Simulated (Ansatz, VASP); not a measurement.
# CuI in VASP and in Ansatz

Contents of INCAR:

```
PREC = Accurate
ENCUT = 520
EDIFF = 1E-7
ISMEAR = -1
SIGMA = 0.05
LREAL = F
LASPH = T
NELM = 100
ALGO = Normal
ISIF = 2
LWAVE = F
LCHARG = F
GGA = PS
NBANDS = 26
```

The input KPOINTS:

```
regular mesh
0
Gamma
  7 7 4
```

POSCAR

```
CuI
1.0
    4.0349164921      0.0000000000      0.0000000000
    0.0000000000      4.0349164921      0.0000000000
    0.0000000000      0.0000000000      6.4629139691
I Cu
2 2
Direct
    0.0000000000      0.5000000000      0.7430343600
    0.5000000000      0.0000000000      0.2569656400
    0.0000000000      0.0000000000      0.0000000000
    0.5000000000      0.5000000000      0.0000000000
```

input.yaml

```yaml
crystal:
  lattice:
    - [4.0349164921, 0.0, 0.0]
    - [0.0, 4.0349164921, 0.0]
    - [0.0, 0.0, 6.4629139691]
  atoms:
    - { symbol: I, position: [0.0, 0.5, 0.74303436] }
    - { symbol: I, position: [0.5, 0.0, 0.25696564] }
    - { symbol: Cu, position: [0.0, 0.0, 0.0] }
    - { symbol: Cu, position: [0.5, 0.5, 0.0] }
hamiltonian:
  xc: pbesol
  pseudopotentials: { kind: paw }
kpoints:
  mp_grid: { grid: [7, 7, 4] }
scf:
  occupations: { method: fermi_dirac, width: 0.05 }
output:
  forces: true
  stress: true
  eigenvalues: true
```

Change from the starting cell: volume scaled by 0.96.

Alike in both runs: task single point; functional PBEsol; k mesh 7 × 7 × 4; occupations fermi-dirac, width 0.05 eV; no spin polarisation.

|  | VASP | Ansatz |
| --- | --- | --- |
| version | VASP 6.6.1 | Ansatz 0.2.0 |
| potentials or method | VASP PAW PBE potentials, release 64 (I, Cu) | Ansatz PAW |
| plane-wave cutoff (eV) | 520 | 420 |
| valence electrons in the cell | 36 | 72 |

Ansatz gave:

* gap on the k mesh at the Fermi level (eV): 1.56
* least direct gap on the mesh (eV): 1.56
* pressure (GPa): 0.2
* largest component of the traceless stress (GPa): 0.37
* rms of the force components (eV/Å): 0.056

Question: Which values does VASP return?

Answer: gap on the k mesh at the Fermi level (eV): 1.57; least direct gap on the mesh (eV): 1.57; pressure (GPa): 0.3; largest component of the traceless stress (GPa): 0.35; rms of the force components (eV/Å): 0.065.

Atom by atom the forces differ by 0.009 eV/Å (rms over components). The functional is the same, so the differences come from potentials, cutoffs and numerics. The two sets of potentials don't hold the same shells in valence.

Caveats: spin-orbit coupling is left out, which moves the levels of the heavy elements; this functional lacks dispersion, which binds the layers, so the pressure and a relaxed spacing across them are unreliable; the PAW data sets were made with another functional, which shifts forces and pressure a little (VASP); odd divisions of the mesh miss points on the zone boundary, where band edges often lie, so the gap on the mesh can be too wide (Ansatz); the PAW data sets come from PBE, with cores solved anew for the run's functional, which leaves a small shift of forces and pressure (Ansatz).
